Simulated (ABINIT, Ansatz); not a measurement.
# NaI (Fm-3m): one start, several treatments of the self-energy

Wanted: the gap of NaI (Fm-3m) under several approximations, with cost.

Main program and level: ABINIT 10.8.3; PBE and many-body steps on it, plane waves.

## 1. The structure

Symmetry: Fm-3m, No. 225, cubic system. Conventional cell: a = 6.473 Å, b = 6.473 Å, c = 6.473 Å, α = 90.00°, β = 90.00°, γ = 90.00°. Nearest to Na lie 6 I at 3.24 Å. Nearest to I lie 6 Na at 3.24 Å. Farther neighbours and most contacts between anions are not listed.

The cell and positions come from the Crystallography Open Database and are kept as given unless a step says otherwise. Spin-orbit coupling is left out unless a step names it.

## 2. Empty states on the mesh, 4×4×4 mesh, 177 bands

This step: ABINIT 10.8.3; DFT, PBE, plane waves, norm-conserving pseudopotentials.

The sums over transitions need many empty states on a uniform mesh; this step solves for them.

run.abi reads:

```
acell 3*1.0 Angstrom
rprim 
  0.000000000000 3.236400000000 3.236400000000
  3.236400000000 -0.000000000000 3.236400000000
  3.236400000000 3.236400000000 -0.000000000000
ntypat 2
znucl 11 53
natom 2
typat 1 2
xred 
  0.000000000000 0.000000000000 0.000000000000
  0.500000000000 0.500000000000 0.500000000000
pp_dirpath "pseudos"
pseudos "Na.upf, I.upf"
ecut 38
ngkpt 4 4 4
nshiftk 1
shiftk 0 0 0
kptopt 1
chksymbreak 0
iscf -2
irdden 1
istwfk *1
nband 177
nbdbuf 16
tolwfr 1e-09
nstep 60
prtvol 0
indata_prefix "in"
outdata_prefix "out"
tmpdata_prefix "tmp"
```

Started as:

```sh
$ OMP_NUM_THREADS=1 mpirun -n 4 abinit run.abi > log
```

Numbers of over 12 decimals in the logs are rounded to 6 here.

Output:

```text
.Version 10.8.3 of ABINIT. v10.8.2 released Aug 2026.

 Symmetries : space group Fm -3 m (#225); Bravais cF (face-center cubic)
[... echo of the input left out ...]
== DATASET  1 ==================================================================
-   mpi_nproc: 4, omp_nthreads: 1 (-1 if OMP is not activated)

--- !DatasetInfo
iteration_state: {dtset: 1, }
dimensions: {natom: 2, nkpt: 8, mband: 177, nsppol: 1, nspinor: 1, nspden: 1, mpw: 5124, }
cutoff_energies: {ecut:  38.0, pawecutdg:  -1.0, }
[...]
3.38638    3.38638    3.51961    3.52078    3.52078    3.52078    3.52119    3.52119
   3.57221    3.57221    3.57221    3.57275    3.76161    3.76161    3.76163    3.89881
   3.90273
 prteigrs : prtvol=0 or 1, do not print more k-points.

== END DATASET(S) ==============================================================
================================================================================

 -outvars: echo values of variables after computation  --------
            nband         177
             nkpt           8
          spgroup         225
 [... the other variables as echoed above ...]

 Calculation completed.
```

Wall time 2.4 min (4 MPI ranks of Arm Neoverse N1, shared host); peak memory 0.43 GiB; 9.5 min of CPU time.

Numbers from this step:

```
gap                                                           : 3.639 eV
k of the valence top                                          : 0, 0, 0
k of the conduction bottom                                    : 0, 0, 0
least direct gap                                              : 3.639 eV
k points computed                                             : 8
lowest point of the top converged band, above the valence top : 92.0409 eV
```

On this mesh the gap is 3.639 eV.

The density comes from a self-consistent run that is not shown.

## 3. Screening, 4×4×4 mesh, 70 bands, screening to 114.3 eV

The RPA dielectric matrix is built and inverted for each q.

This step: RPA screening on PBE, plane waves, norm-conserving pseudopotentials.

Edit run.abi of step 2 so:

```diff
@@ -20,10 +20,11 @@
 chksymbreak 0
-iscf -2
-irdden 1
 istwfk *1
-nband 177
-nbdbuf 16
-tolwfr 1e-09
-nstep 60
-prtvol 0
+occopt 1
+irdwfk 1
+optdriver 3
+nband 70
+ecuteps 4.2
+inclvkb 2
+awtr 1
+symchi 1
 indata_prefix "in"
```

Output:

```text
.Version 10.8.3 of ABINIT. v10.8.2 released Aug 2026.

 Symmetries : space group Fm -3 m (#225); Bravais cF (face-center cubic)
[... echo of the input left out ...]
== DATASET  1 ==================================================================
-   mpi_nproc: 4, omp_nthreads: 1 (-1 if OMP is not activated)

--- !DatasetInfo
iteration_state: {dtset: 1, }
dimensions: {natom: 2, nkpt: 8, mband: 70, nsppol: 1, nspinor: 1, nspden: 1, mpw: 5124, }
cutoff_energies: {ecut:  38.0, pawecutdg:  -1.0, }
electrons: {nelect:   1.60000000E+01, charge:   0.00000000E+00, occopt:   1.00000000E+00, tsmear:   1.00000000E-02, }

 SCREENING: Calculation of the susceptibility and dielectric matrices

 Based on a program developped by R.W. Godby, V. Olevano, G. Onida, and L. Reining.
 Incorporated in ABINIT by V. Olevano, G.-M. Rignanese, and M. Torrent.
.Using double precision arithmetic ; gwpc =  8

[... cell and pseudopotentials left out ...]
--------------------------------------------------------------------------------

 ==== K-mesh for the wavefunctions ====
 Number of points in the irreducible wedge :     8
[... list of points left out ...]
 Together with 48 symmetry operations and time-reversal symmetry
 yields    64 points in the full Brillouin Zone.

 ==== Q-mesh for the screening function ====
 Number of points in the irreducible wedge :     8
[... list of points left out ...]
 Together with 48 symmetry operations and time-reversal symmetry
 yields    64 points in the full Brillouin Zone.

 setmesh: FFT mesh size selected  =    32x   32x   32
          total number of points  =        32768

 vcoul_init : cutoff-mode = AUXILIARY_FUNCTION
 q-points for optical limit:   1
     1)      0.000010    0.000020    0.000030

- screening: taking advantage of time-reversal symmetry
- Maximum band index for partially occupied states nbvw = 8
- Remaining bands to be divided among processors   nbcw = 62
- Number of bands treated by each node ~15

 Number of electrons calculated from density =   16.0000; Expected =   16.0000
 average of density, n =  0.034971
 r_s =    1.8970
 omega_plasma =   18.0389 [eV]

 calculating chi0 at frequencies [eV] :
  1    0.000000E+00    0.000000E+00
  2    0.000000E+00    1.803886E+01

--------------------------------------------------------------------------------
  q-point number  1        q = ( 0.000000, 0.000000, 0.000000) [r.l.u.]
--------------------------------------------------------------------------------
[... chi0 elements left out ...]
 For q-point:  0.000010 0.000020 0.000030
  dielectric constant =   3.2336
  dielectric constant without local fields =   3.9319

  Average fulfillment of the sum rule on Im[epsilon] for q-point    1 :     57.56  [%]
[... wings left out ...]
  q-point number  2        q = ( 0.250000, 0.000000, 0.000000) [r.l.u.]
--------------------------------------------------------------------------------
[... chi0 elements left out ...]
  Average fulfillment of the sum rule on Im[epsilon] for q-point    2 :     68.53  [%]

 [... 6 further q-points ...]
```

Elapsed: 33 s, on 4 MPI ranks; peak memory 0.84 GiB.

Numbers from this step:

```yaml
eps_infinity_with_local_fields_on_this_mesh_along_the_program_s_q_direction: 3.234
the_same_without_local_fields: 3.932
plasma_frequency: 18.04 eV
plane_waves_in_the_screening_matrix: 169
```

Local fields lower ε∞ by 18 %.

## 4. G0W0, Godby-Needs plasmon pole

The self-energy is evaluated for the states that the input lists, and the levels follow from it, in one-shot runs by the linearised quasiparticle equation.

This step: G0W0 on PBE, plane waves, norm-conserving pseudopotentials.

Edit run.abi of step 3 so:

```diff
@@ -23,8 +23,15 @@
 irdwfk 1
-optdriver 3
+optdriver 4
 nband 70
+gwcalctyp 0
+ecutsigx 38
+symsigma 1
+nkptgw 1
+kptgw 
+  0.0000000000 0.0000000000 0.0000000000
+bdgw 
+  6 12
 ecuteps 4.2
-inclvkb 2
-awtr 1
-symchi 1
+irdscr 1
+ppmodel 1
 indata_prefix "in"
```

Output:

```text
.Version 10.8.3 of ABINIT. v10.8.2 released Aug 2026.

 Symmetries : space group Fm -3 m (#225); Bravais cF (face-center cubic)
[... echo of the input left out ...]
== DATASET  1 ==================================================================
-   mpi_nproc: 4, omp_nthreads: 1 (-1 if OMP is not activated)

--- !DatasetInfo
iteration_state: {dtset: 1, }
dimensions: {natom: 2, nkpt: 8, mband: 70, nsppol: 1, nspinor: 1, nspden: 1, mpw: 5124, }
cutoff_energies: {ecut:  38.0, pawecutdg:  -1.0, }
electrons: {nelect:   1.60000000E+01, charge:   0.00000000E+00, occopt:   1.00000000E+00, tsmear:   1.00000000E-02, }

 SIGMA: Calculation of the GW corrections

 Based on a program developped by R.W. Godby, V. Olevano, G. Onida, and L. Reining.
 Incorporated in ABINIT by V. Olevano, G.-M. Rignanese, and M. Torrent.
.Using double precision arithmetic ; gwpc =  8

[... cell and pseudopotentials left out ...]
--------------------------------------------------------------------------------

 ==== K-mesh for the wavefunctions ====
 Number of points in the irreducible wedge :     8
[... list of points left out ...]
 Together with 48 symmetry operations and time-reversal symmetry
 yields    64 points in the full Brillouin Zone.

 ==== Q-mesh for screening function ====
 Number of points in the irreducible wedge :     8
[... list of points left out ...]
 Together with 48 symmetry operations and time-reversal symmetry
 yields    64 points in the full Brillouin Zone.

 vcoul_init : cutoff-mode = AUXILIARY_FUNCTION
 q-points for optical limit:   1
     1)      0.000010    0.000020    0.000030
 setmesh: FFT mesh size selected  =    50x   50x   50
          total number of points  =       125000

 Number of electrons calculated from density =   16.0000; Expected =   16.0000
 average of density, n =  0.034971
 r_s =    1.8970
 omega_plasma =   18.0389 [eV]

 === KS Band Gaps ===
  >>>> For spin  1
   Minimum direct gap =   3.6392 [eV], located at k-point      :   0.0000  0.0000  0.0000
   Fundamental gap    =   3.6392 [eV], Top of valence bands at :   0.0000  0.0000  0.0000
                                       Bottom of conduction at :   0.0000  0.0000  0.0000
 SIGMA fundamental parameters:
 PLASMON POLE MODEL  1
 number of plane-waves for SigmaX                 5065
 number of plane-waves for SigmaC and W            169
 number of plane-waves for wavefunctions          5065
 number of bands                                    70
 number of independent spin polarizations            1
 number of spinorial components                      1
 number of k-points in IBZ                           8
 number of q-points in IBZ                           8
 number of symmetry operations                      48
 number of k-points in BZ                           64
 number of q-points in BZ                           64
 number of frequencies for dSigma/dE                 9
 frequency step for dSigma/dE [eV]                0.25
 number of omega for Sigma on real axis              0
 max omega for Sigma on real axis  [eV]           0.00
 zcut for avoiding poles [eV]                     0.10

 EPSILON^-1 parameters (SCR file):
 dimension of the eps^-1 matrix on file            169
 dimension of the eps^-1 matrix used               169
 number of plane-waves for wavefunctions          5065
 number of bands                                    70
 number of q-points in IBZ                           8
 number of frequencies                               2
 number of real frequencies                          1
 number of imag frequencies                          1

 matrix elements of self-energy operator (all in [eV])

 Perturbative Calculation

--- !SelfEnergy_ee
iteration_state: {dtset: 1, }
kpoint     : [   0.000,    0.000,    0.000, ]
spin       : 1
KS_gap     :    3.639
QP_gap     :    5.427
Delta_QP_KS:    1.788
data: !SigmaeeData |
     Band     E0 <VxcDFT>   SigX SigC(E0)      Z dSigC/dE  Sig(E)    E-E0       E
        6   0.107 -11.384 -14.313   1.540   0.803  -0.245 -12.499  -1.116  -1.008
        7   0.107 -11.384 -14.313   1.540   0.803  -0.245 -12.499  -1.116  -1.008
        8   0.107 -11.384 -14.313   1.540   0.803  -0.245 -12.499  -1.116  -1.008
        9   3.746  -7.312  -3.615  -2.896   0.840  -0.190  -6.640   0.672   4.418
       10   8.073  -7.141  -3.086  -3.173   0.829  -0.207  -6.410   0.731   8.804
       11   8.073  -7.141  -3.086  -3.173   0.829  -0.207  -6.410   0.731   8.804
       12   8.073  -7.141  -3.086  -3.173   0.829  -0.207  -6.410   0.731   8.804

== END DATASET(S) ==============================================================
================================================================================

 -outvars: echo values of variables after computation  --------
           etotal      0.0000000000E+00
            nband          70
             nkpt           8
          spgroup         225
 [... the other variables as echoed above ...]

 Calculation completed.
```

Wall time 7.4 s (4 MPI ranks); peak memory 0.71 GiB; 29 s of CPU time.

This step gave:

```
G0W0 gap on the points computed              : 5.426 eV
starting gap on the mesh                     : 3.639 eV
k of the valence top                         : 0, 0, 0
k of the conduction bottom                   : 0, 0, 0
Z at the valence top                         : 0.803
Z at the conduction bottom                   : 0.84
least direct G0W0 gap on the computed points : 5.426 eV
```

The gap on the mesh goes from 3.64 eV to 5.43 eV, a correction of +1.79 eV.

## 5. G0W0, Hybertsen-Louie plasmon pole

Edit run.abi of step 4 so:

```diff
@@ -35,3 +35,3 @@
 irdscr 1
-ppmodel 1
+ppmodel 2
 indata_prefix "in"
```

Output:

```text
.Version 10.8.3 of ABINIT. v10.8.2 released Aug 2026.

 Symmetries : space group Fm -3 m (#225); Bravais cF (face-center cubic)
[... echo of the input left out ...]
== DATASET  1 ==================================================================
-   mpi_nproc: 4, omp_nthreads: 1 (-1 if OMP is not activated)

--- !DatasetInfo
iteration_state: {dtset: 1, }
dimensions: {natom: 2, nkpt: 8, mband: 70, nsppol: 1, nspinor: 1, nspden: 1, mpw: 5124, }
cutoff_energies: {ecut:  38.0, pawecutdg:  -1.0, }
electrons: {nelect:   1.60000000E+01, charge:   0.00000000E+00, occopt:   1.00000000E+00, tsmear:   1.00000000E-02, }

 SIGMA: Calculation of the GW corrections

 Based on a program developped by R.W. Godby, V. Olevano, G. Onida, and L. Reining.
 Incorporated in ABINIT by V. Olevano, G.-M. Rignanese, and M. Torrent.
.Using double precision arithmetic ; gwpc =  8

[... cell and pseudopotentials left out ...]
--------------------------------------------------------------------------------

 ==== K-mesh for the wavefunctions ====
 Number of points in the irreducible wedge :     8
[... list of points left out ...]
 Together with 48 symmetry operations and time-reversal symmetry
 yields    64 points in the full Brillouin Zone.

 ==== Q-mesh for screening function ====
 Number of points in the irreducible wedge :     8
[... list of points left out ...]
 Together with 48 symmetry operations and time-reversal symmetry
 yields    64 points in the full Brillouin Zone.

 vcoul_init : cutoff-mode = AUXILIARY_FUNCTION
 q-points for optical limit:   1
     1)      0.000010    0.000020    0.000030
 setmesh: FFT mesh size selected  =    50x   50x   50
          total number of points  =       125000

 Number of electrons calculated from density =   16.0000; Expected =   16.0000
[...]
number of q-points in BZ                           64
 number of frequencies for dSigma/dE                 9
 frequency step for dSigma/dE [eV]                0.25
 number of omega for Sigma on real axis              0
 max omega for Sigma on real axis  [eV]           0.00
 zcut for avoiding poles [eV]                     0.10

 EPSILON^-1 parameters (SCR file):
 dimension of the eps^-1 matrix on file            169
 dimension of the eps^-1 matrix used               169
 number of plane-waves for wavefunctions          5065
 number of bands                                    70
 number of q-points in IBZ                           8
 number of frequencies                               2
 number of real frequencies                          1
 number of imag frequencies                          1

 matrix elements of self-energy operator (all in [eV])

 Perturbative Calculation

--- !SelfEnergy_ee
iteration_state: {dtset: 1, }
kpoint     : [   0.000,    0.000,    0.000, ]
spin       : 1
KS_gap     :    3.639
QP_gap     :    5.195
Delta_QP_KS:    1.556
data: !SigmaeeData |
     Band     E0 <VxcDFT>   SigX SigC(E0)      Z dSigC/dE  Sig(E)    E-E0       E
        6   0.107 -11.384 -14.313   1.449   0.863  -0.159 -12.661  -1.277  -1.170
        7   0.107 -11.384 -14.313   1.449   0.863  -0.159 -12.661  -1.277  -1.170
        8   0.107 -11.384 -14.313   1.449   0.863  -0.159 -12.661  -1.277  -1.170
        9   3.746  -7.312  -3.615  -3.377   0.873  -0.146  -7.033   0.279   4.025
       10   8.073  -7.141  -3.086  -3.441   0.870  -0.150  -6.607   0.534   8.607
       11   8.073  -7.141  -3.086  -3.441   0.870  -0.150  -6.607   0.534   8.607
       12   8.073  -7.141  -3.086  -3.441   0.870  -0.150  -6.607   0.534   8.607

== END DATASET(S) ==============================================================
================================================================================

 -outvars: echo values of variables after computation  --------
           etotal      0.0000000000E+00
            nband          70
             nkpt           8
          spgroup         225
 [... the other variables as echoed above ...]

 Calculation completed.
```

Run time: 7.1 s. Hardware: 4 MPI ranks; peak memory 0.72 GiB.

Numbers from this step:

```
G0W0 gap on the points computed              : 5.195 eV
starting gap on the mesh                     : 3.639 eV
k of the valence top                         : 0, 0, 0
k of the conduction bottom                   : 0, 0, 0
Z at the valence top                         : 0.863
Z at the conduction bottom                   : 0.873
least direct G0W0 gap on the computed points : 5.195 eV
```

Against G0W0 in ABINIT (4×4×4 mesh, 70 bands, screening to 114.3 eV, Godby-Needs plasmon pole), the gap moves by −0.231 eV.

## 6. G0W0, von der Linden-Horsch plasmon pole

Edit run.abi of step 5 so:

```diff
@@ -35,3 +35,3 @@
 irdscr 1
-ppmodel 2
+ppmodel 3
 indata_prefix "in"
```

Output:

```text
.Version 10.8.3 of ABINIT. v10.8.2 released Aug 2026.

 Symmetries : space group Fm -3 m (#225); Bravais cF (face-center cubic)
[... echo of the input left out ...]
== DATASET  1 ==================================================================
-   mpi_nproc: 4, omp_nthreads: 1 (-1 if OMP is not activated)

--- !DatasetInfo
iteration_state: {dtset: 1, }
dimensions: {natom: 2, nkpt: 8, mband: 70, nsppol: 1, nspinor: 1, nspden: 1, mpw: 5124, }
cutoff_energies: {ecut:  38.0, pawecutdg:  -1.0, }
[...]
10   8.073  -7.141  -3.086  -3.398   0.874  -0.144  -6.567   0.574   8.647
       11   8.073  -7.141  -3.086  -3.398   0.874  -0.144  -6.567   0.574   8.647
       12   8.073  -7.141  -3.086  -3.398   0.874  -0.144  -6.567   0.574   8.647

== END DATASET(S) ==============================================================
================================================================================

 -outvars: echo values of variables after computation  --------
           etotal      0.0000000000E+00
            nband          70
             nkpt           8
          spgroup         225
 [... the other variables as echoed above ...]

 Calculation completed.
```

The job ended after 5.7 s (4 MPI ranks; peak memory 0.41 GiB; 22 s of CPU time).

Numbers from this step:

* G0W0 gap on the points computed: 5.495 eV
* starting gap on the mesh: 3.639 eV
* k of the valence top: 0, 0, 0
* k of the conduction bottom: 0, 0, 0
* least direct G0W0 gap on the computed points: 5.495 eV

Against G0W0 in ABINIT (4×4×4 mesh, 70 bands, screening to 114.3 eV, Godby-Needs plasmon pole), the gap moves by +0.069 eV.

## 7. One-shot COHSEX

This step: one-shot COHSEX on PBE, plane waves, norm-conserving pseudopotentials.

Edit run.abi of step 6 so:

```diff
@@ -25,3 +25,3 @@
 nband 70
-gwcalctyp 0
+gwcalctyp 7
 ecutsigx 38
@@ -35,3 +35,2 @@
 irdscr 1
-ppmodel 3
 indata_prefix "in"
```

Output:

```text
.Version 10.8.3 of ABINIT. v10.8.2 released Aug 2026.

 Symmetries : space group Fm -3 m (#225); Bravais cF (face-center cubic)
[... echo of the input left out ...]
== DATASET  1 ==================================================================
-   mpi_nproc: 4, omp_nthreads: 1 (-1 if OMP is not activated)

--- !DatasetInfo
iteration_state: {dtset: 1, }
dimensions: {natom: 2, nkpt: 8, mband: 70, nsppol: 1, nspinor: 1, nspden: 1, mpw: 5124, }
cutoff_energies: {ecut:  38.0, pawecutdg:  -1.0, }
[...]
10   8.073  -7.141  -3.086  -4.231   1.000   0.000  -7.316  -0.175   7.897
       11   8.073  -7.141  -3.086  -4.231   1.000   0.000  -7.316  -0.175   7.897
       12   8.073  -7.141  -3.086  -4.231   1.000   0.000  -7.316  -0.175   7.897

== END DATASET(S) ==============================================================
================================================================================

 -outvars: echo values of variables after computation  --------
           etotal      0.0000000000E+00
            nband          70
             nkpt           8
          spgroup         225
 [... the other variables as echoed above ...]

 Calculation completed.
```

Wall time 4.4 s (4 MPI ranks); peak memory 0.43 GiB; 17 s of CPU time.

This step gave:

| Quantity | Value |
| --- | --- |
| quasiparticle gap on the points computed | 6.541 eV |
| starting gap on the mesh | 3.639 eV |
| k of the valence top | 0, 0, 0 |
| k of the conduction bottom | 0, 0, 0 |
| least direct quasiparticle gap on the computed points | 6.541 eV |

Against G0W0 in ABINIT (4×4×4 mesh, 70 bands, screening to 114.3 eV, Godby-Needs plasmon pole), the gap moves by +1.115 eV.

[end of part 1 of 2]

[Paths, hosts, dates, memory and timing lines, banners, echoed tables and standing remarks are left out of the program output.]

[Logs are printed without paths, hosts, clocks, repeated set-up lines and the standing remarks that a program may print on its own settings, such as how far it seeks lower states.]

[Runs of the session that timed out or met a known fault of the program may be left out.]

[Hosts, paths, dates, database ids (printed as entryN), source tags and the programs' standing remarks are cut or masked in the printed files.]

[G0W0 gaps are taken among the corrected bands and points alone; a level outside them can change the order at an edge.]

[Where Ansatz stands beside ABINIT at settings called matched, ABINIT's density can come from a denser mesh and the files from another edition; pairs whose starting gaps differed by over 0.03 eV were left out, so agreement reads better than it is.]
